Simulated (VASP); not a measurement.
# Ta (Im-3m) in VASP: further runs

Runs on Ta. Level: PBEsol. Tasks: relaxation of the atoms.

Everything below comes from runs of VASP 6.6.1. Logs are shortened: lines on timing, memory, paths and dates and some standing lists are left out, and cuts for length are marked.

## 1. The undisturbed crystal

The structure is cubic, space group Im-3m (No. 229). The conventional cell has a = 3.303 Å, b = 3.303 Å, c = 3.303 Å, α = 90.00°, β = 90.00°, γ = 90.00°. Ta (site symmetry m-3m) has 8 Ta at 2.86 Å as nearest neighbours.

## 2. Relaxation of the atoms, PBEsol (a relaxed cell with its volume scaled by 1.02)

INCAR

```
SYSTEM = Ta
PREC = Accurate
ENCUT = 600
EDIFF = 1E-7
ISMEAR = 1
SIGMA = 0.1
LREAL = .FALSE.
LASPH = .TRUE.
NELM = 80
ALGO = Normal
ISIF = 2
LWAVE = .FALSE.
LCHARG = .FALSE.
GGA = PS
IBRION = 2
NSW = 40
EDIFFG = -0.01
```

KPOINTS

```
Automatic mesh
0
G
  16 16 16
  0 0 0
```

POSCAR

```
Ta                                      
1.0
   -1.6525577736      1.6525577736      1.6525577736
    1.6525577736     -1.6525577736      1.6525577736
    1.6525577736      1.6525577736     -1.6525577736
  Ta            
     1
Direct
     0.0000000000000000    0.0000000000000000    0.0000000000000000
```

Potentials or basis: VASP PAW PBE potentials, release 64 (Ta_pv).

Command:

```
> cat potpaw_PBE.64/Ta_pv/POTCAR > POTCAR
> mpirun -np 1 vasp_std > vasp.out
```

OUTCAR:

```text
SYSTEM = Ta
   PREC = Accurate
   ENCUT = 600
   EDIFF = 1E-7
   ISMEAR = 1
   LREAL = .FALSE.
   LASPH = .TRUE.
   NELM = 80
   ISIF = 2
   GGA = PS
   IBRION = 2
   NSW = 40
   EDIFFG = -0.01

 ion  position               nearest neighbor table
   1  0.000  0.000  0.000-

  LATTYP: Found a body centered cubic cell.
 ALAT       =     3.3051155472

  Lattice vectors:

 A1 = (  -1.6525577736,   1.6525577736,   1.6525577736)
 A2 = (   1.6525577736,  -1.6525577736,   1.6525577736)
 A3 = (   1.6525577736,   1.6525577736,  -1.6525577736)

Analysis of symmetry for initial positions (statically):
=====================================================================
 Subroutine PRICEL returns:
 Original cell was already a primitive cell.

 Routine SETGRP: Setting up the symmetry group for a
 body centered cubic supercell.

 Subroutine GETGRP returns: Found 48 space group operations
 (whereof 48 operations were pure point group operations)
 out of a pool of 48 trial point group operations.

The static configuration has the point symmetry O_h .

Analysis of symmetry for dynamics (positions and initial velocities):
=====================================================================
 Subroutine PRICEL returns:
 Original cell was already a primitive cell.

 Routine SETGRP: Setting up the symmetry group for a
 body centered cubic supercell.

 Subroutine GETGRP returns: Found 48 space group operations
 (whereof 48 operations were pure point group operations)
 out of a pool of 48 trial point group operations.

The dynamic configuration has the point symmetry O_h .

 Subroutine INISYM returns: Found 48 space group operations
 (whereof 48 operations are pure point group operations),
 and found     1 'primitive' translations

----------------------------------------------------------------------------------------

                                     Primitive cell

  volume of cell :      18.0522

  direct lattice vectors                    reciprocal lattice vectors
    -1.652557774  1.652557774  1.652557774     0.000000000  0.302561283  0.302561283
     1.652557774 -1.652557774  1.652557774     0.302561283  0.000000000  0.302561283
     1.652557774  1.652557774 -1.652557774     0.302561283  0.302561283  0.000000000

  length of vectors
     2.862314026  2.862314026  2.862314026     0.427886270  0.427886270  0.427886270

  position of ions in fractional coordinates (direct lattice)
     0.000000000  0.000000000  0.000000000

  ion indices of the primitive-cell ions
   primitive index   ion index
                 1           1

----------------------------------------------------------------------------------------

 KPOINTS: Automatic mesh

Automatic generation of k-mesh.
 Grid dimensions read from file:
 generate k-points for:   16   16   16

 Generating k-lattice:

  Cartesian coordinates                     Fractional coordinates (reciprocal lattice)
     0.000000000  0.018910080  0.018910080     0.062500000  0.000000000  0.000000000
     0.018910080  0.000000000  0.018910080     0.000000000  0.062500000  0.000000000
     0.018910080  0.018910080  0.000000000     0.000000000  0.000000000  0.062500000

  Length of vectors
     0.026742892  0.026742892  0.026742892

  Shift w.r.t. Gamma in fractional coordinates (k-lattice)
     0.000000000  0.000000000  0.000000000

 Subroutine IBZKPT returns following result:
 ===========================================

 Found    145 irreducible k-points:

 Following reciprocal coordinates:
            Coordinates               Weight
  0.000000  0.000000  0.000000      1.000000
  0.062500  0.000000  0.000000     12.000000
  0.125000  0.000000  0.000000     12.000000
  0.187500  0.000000  0.000000     12.000000
  0.250000  0.000000  0.000000     12.000000
  0.312500  0.000000  0.000000     12.000000
[... 16 lines left out ...]
  0.187500  0.187500  0.000000     24.000000
  0.250000  0.187500 -0.000000     48.000000
 [... further k-points ...]
   k-points           NKPTS =    145   k-points in BZ     NKDIM =    145   number of bands    NBANDS=      9
   number of dos      NEDOS =    301   number of ions     NIONS =      1
   total plane-waves  NPLWV =  13824
   dimension x,y,z NGX =    24 NGY =   24 NGZ =   24
   dimension x,y,z NGXF=    48 NGYF=   48 NGZF=   48
   ions per type =               1
   NGX,Y,Z   is equivalent  to a cutoff of  13.94, 13.94, 13.94 a.u.
   NGXF,Y,Z  is equivalent  to a cutoff of  27.88, 27.88, 27.88 a.u.
 SYSTEM =  Ta
   PREC   = accura    normal or accurate (medium, high low for compatibility)
   ISTART =      0    job   : 0-new  1-cont  2-samecut
   ICHARG =      2    charge: 1-file 2-atom 10-const
   ISPIN  =      1    spin polarized calculation?
   LNONCOLLINEAR =      F non collinear calculations
   LSORBIT =      F    spin-orbit coupling
   LASPH  =      T    aspherical Exc in radial PAW
   ENCUT  =  600.0 eV  44.10 Ry    6.64 a.u.   5.72  5.72  5.72*2*pi/ulx,y,z
   NELM   =     80;   NELMIN=  2; NELMDL= -5     # of ELM steps
   EDIFF  = 0.1E-06   stopping-criterion for ELM
   LREAL  =      F    real-space projection
   EDIFFG = -.1E-01   stopping-criterion for IOM
   NSW    =     40    number of steps for IOM
   IBRION =      2    ionic relax: 0-MD 1-quasi-New 2-CG
   NFREE  =      1    steps in history (QN), initial steepest desc. (CG)
   ISIF   =      2    stress and relaxation
   ISYM   =      2    0-nonsym 1-usesym 2-fastsym
   POTIM  = 0.5000    time-step for ionic-motion
   TEBEG  =    0.0;   TEEND  =   0.0 temperature during run
   PSTRESS=    0.0 pullay stress
   NELECT =      11.0000    total number of electrons
   NUPDOWN=      -1.0000    fix difference up-down
   EMIN   =  10.00;   EMAX   =-10.00  energy-range for DOS
   EFERMI =   0.00;   METHOD = LEGACY
   ISMEAR =     1;   SIGMA  =   0.10  broadening in eV -4-tet -1-fermi 0-gaus
   EFERMI_NEDOS =   21; number of points for ismear=-14 and -15
   IALGO  =     38    algorithm
   IMIX   =      4    mixing-type and parameters
     AMIX     =   0.40;   BMIX     =  1.00
     AMIX_MAG =   1.60;   BMIX_MAG =  1.00
  volume/ion in A,a.u.               =      18.05       121.82
  Fermi-wavevector in a.u.,A,eV,Ry     =   1.387914  2.622776 26.208957  1.926304
  Thomas-Fermi vector in A             =   2.512089
   LORBIT       =      0    0 simple, 1 ext, 2 COOP (PROOUT), +10 PAW based schemes
   GGA     = PS    functional components
   LHFCALC =     F    Hartree Fock is set to
   AEXX    =    0.0000 exact exchange contribution
   IVDW    =     0    specifies the selected vdW correction
   LEPSILON=     F    determine dielectric tensor
   LRPA    =     F    only Hartree local field effects (RPA)
 conjugate gradient relaxation of ions
 non-spin polarized calculation
 Methfessel and Paxton  Order N= 1 SIGMA  =   0.10
  energy-cutoff  :      600.00
  volume of cell :       18.05
 maximum number of plane-waves:       622
   NGX = 11   NGY = 11   NGZ = 11

 number of electron      11.0000002 magnetization

 Free energy of the ion-electron system (eV)
  ---------------------------------------------------
  ext. energy  EPLUGINS =         0.00000000
  ---------------------------------------------------
  free energy    TOTEN  =       -12.54241986 eV

  energy without entropy =      -12.54195215  energy(sigma->0) =      -12.54226396

 E-fermi :   5.2753     XC(G=0): -12.7177

 val. band max:        5.2580460523   @ k =  -0.1875   0.2500   0.1250
 cond. band min:       5.2798156071   @ k =   0.5000   0.5000   0.1875
 fundamental gap:      0.0217695548
 Fermi energy:         5.2753030681

 k-point     1 :       0.0000    0.0000    0.0000
  band No.  band energies     occupation
      1     -27.7389      2.00000
      2     -27.7389      2.00000
      3     -27.7389      2.00000
      4      -2.6173      2.00000
      5       6.0186     -0.00000
      6       6.0186     -0.00000
      7       6.0186     -0.00000
      8       9.2814      0.00000
      9       9.2814      0.00000

 k-point     2 :       0.0625    0.0000    0.0000
  band No.  band energies     occupation
      1     -27.7874      2.00000
      2     -27.7538      2.00000
      3     -27.7391      2.00000
      4      -2.4425      2.00000
      5       5.9052     -0.00000
      6       5.9861     -0.00000
      7       6.1896     -0.00000
      8       9.0979      0.00000
      9       9.2819      0.00000

 k-point     3 :       0.1250    0.0000    0.0000
  band No.  band energies     occupation
      1     -27.9238      2.00000
      2     -27.7961      2.00000
      3     -27.7399      2.00000
      4      -1.9412      2.00000
      5       5.5995     -0.00005
      6       5.8414     -0.00000
      7       6.6961     -0.00000
      8       8.7506      0.00000
      9       9.2952      0.00000

 k-point     4 :       0.1875    0.0000    0.0000
  band No.  band energies     occupation
      1     -28.1227      2.00000
      2     -27.8587      2.00000
      3     -27.7410      2.00000
      4      -1.1873      2.00000
      5       5.1819      2.03371
      6       5.5321     -0.00170
      7       7.5177      0.00000
      8       8.5851      0.00000
      9       9.3490      0.00000

 k-point     5 :       0.2500    0.0000    0.0000
  band No.  band energies     occupation
      1     -28.3499      2.00000
      2     -27.9318      2.00000
      3     -27.7424      2.00000
      4      -0.3248      2.00000
      5       4.7378      2.00000
      6       5.2081      1.89933
      7       8.6169      0.00000
      8       8.6988      0.00000
      9       9.4683      0.00000

 k-point     6 :       0.3125    0.0000    0.0000
  band No.  band energies     occupation
      1     -28.5697      2.00000
      2     -28.0038      2.00000
      3     -27.7438      2.00000
      4       0.4105      2.00000
      5       4.3350      2.00000
      6       5.1923      1.99485
      7       8.9593      0.00000
      8       9.6588      0.00000
      9       9.9285      0.00000
[... 169 lines left out ...]
 k-point    21 :       0.3750    0.1250    0.0000
  band No.  band energies     occupation
      1     -28.8208      2.00000
      2     -28.1583      2.00000
      3     -27.8080      2.00000
      4       1.4121      2.00000
      5       3.8965      2.00000
      6       5.7805     -0.00000
      7       9.0067      0.00000
      8      10.3127      0.00000
      9      13.2225      0.00000

 k-point    22 :       0.4375    0.1250   -0.0000
  band No.  band energies     occupation
      1     -28.8536      2.00000
      2     -28.1767      2.00000
      3     -27.8088      2.00000
      4       1.4196      2.00000
      5       3.8433      2.00000
      6       6.1128     -0.00000
      7       8.9728      0.00000
      8      10.4645      0.00000
      9      13.7435      0.00000

 k-point    23 :       0.1875    0.1875    0.0000
  band No.  band energies     occupation
      1     -28.5454      2.00000
      2     -28.0226      2.00000
      3     -27.8246      2.00000
      4       0.9292      2.00000
      5       4.3079      2.00000
      6       4.6649      2.00000
      7       8.3781      0.00000
      8      10.0458      0.00000
      9      10.5866      0.00000

 k-point    24 :       0.2500    0.1875   -0.0000
  band No.  band energies     occupation
      1     -28.6613      2.00000
      2     -28.1208      2.00000
      3     -27.8401      2.00000
      4       1.6017      2.00000
      5       4.0436      2.00000
      6       4.6961      2.00000
      7       8.6323      0.00000
      8      10.1218      0.00000
      9      12.0279      0.00000

 [... further k-points ...]

------------------------ aborting loop because EDIFF is reached ----------------------------------------

  FORCE on cell =-STRESS in cart. coord.  units (eV):
  Direction    XX          YY          ZZ          XY          YZ          ZX
  --------------------------------------------------------------------------------------
  -------------------------------------------------------------------------------------
  Total       -0.4443580     -0.4443580     -0.4443580     -0.0000000      0.0000000      0.0000000
  in kB      -39.4378862    -39.4378862    -39.4378862     -0.0000000      0.0000000      0.0000000
  external PRESSURE =     -39.4378862 kB  Pullay stress =       0.0000000 kB

 VOLUME and BASIS-vectors are now :
 -----------------------------------------------------------------------------
  energy-cutoff  :      600.00
  volume of cell :       18.05
      direct lattice vectors                 reciprocal lattice vectors
    -1.652557774  1.652557774  1.652557774     0.000000000  0.302561283  0.302561283
     1.652557774 -1.652557774  1.652557774     0.302561283  0.000000000  0.302561283
     1.652557774  1.652557774 -1.652557774     0.302561283  0.302561283  0.000000000

 POSITION                                       TOTAL-FORCE (eV/Angst)
 -----------------------------------------------------------------------------------
      0.00000      0.00000      0.00000         0.000000      0.000000      0.000000
 -----------------------------------------------------------------------------------
    total drift:                                0.000000      0.000000     -0.000000

  FREE ENERGIE OF THE ION-ELECTRON SYSTEM (eV)
  ---------------------------------------------------
  free  energy   TOTEN  =       -12.5424198582 eV

  energy  without entropy=      -12.5419521496  energy(sigma->0) =      -12.54226396

 reached required accuracy - stopping structural energy minimisation
```

Run time: 7.4 s. Hardware: 1 thread of Intel Xeon 6975P-C (Granite Rapids), shared host; peak memory 0.16 GiB.

Results:

```yaml
Free_energy: -12.5424 eV
Pressure_after_relaxing: -3.9 GPa
Band_gap_on_the_k_mesh: none (metal or under the smearing width)
```

Final structure:
```
Ta
1.0
    -1.65256    1.65256    1.65256
     1.65256   -1.65256    1.65256
     1.65256    1.65256   -1.65256
Ta
1
Direct
  0.00000 0.00000 0.00000
```

Caveat: the relaxation stopped at its first step, so nothing moved; the PAW data sets were made with another functional, which shifts forces and pressure a little.

## 3. Relaxation of the atoms, PBEsol (a relaxed cell with its volume scaled by 1.04)

INCAR is that of step 2.

KPOINTS is that of step 2.

POSCAR

```
Ta                                      
1.0
   -1.6632889689      1.6632889689      1.6632889689
    1.6632889689     -1.6632889689      1.6632889689
    1.6632889689      1.6632889689     -1.6632889689
  Ta            
     1
Direct
     0.0000000000000000    0.0000000000000000    0.0000000000000000
```

Potentials or basis: VASP PAW PBE potentials, release 64 (Ta_pv).

Command:

```
> cat potpaw_PBE.64/Ta_pv/POTCAR > POTCAR
> mpirun -np 1 vasp_std > vasp.out
```

It took 7.3 s on 1 thread of Intel Xeon 6975P-C (Granite Rapids), shared host; peak memory 0.16 GiB.

It converged, with:

```yaml
Free_energy: -12.5297 eV
Pressure_after_relaxing: -7.5 GPa
Band_gap_on_the_k_mesh: none (metal or under the smearing width)
```

Final structure:
```xyz
1
Lattice="-1.6633 1.6633 1.6633 1.6633 -1.6633 1.6633 1.6633 1.6633 -1.6633" Properties=species:S:1:pos:R:3 pbc="T T T"
Ta    0.0000    0.0000    0.0000
```

Levels at points of the mesh, in eV from the Fermi level:
```tsv
k point	band 3	band 4	band 5	band 6	band 7	band 8
(0.00, 0.00, 0.00)	-33.10	-7.82	0.74	0.74	0.74	3.93
(0.50, 0.00, 0.00)	-33.10	-4.27	-1.47	1.54	3.80	4.80
(0.50, 0.50, 0.50)	-33.86	-3.66	-3.66	6.68	6.68	6.68
```

Caveat: the relaxation stopped at its first step, so nothing moved; the PAW data sets were made with another functional, which shifts forces and pressure a little. Spin-orbit coupling is left out, which matters for the levels of Ta.
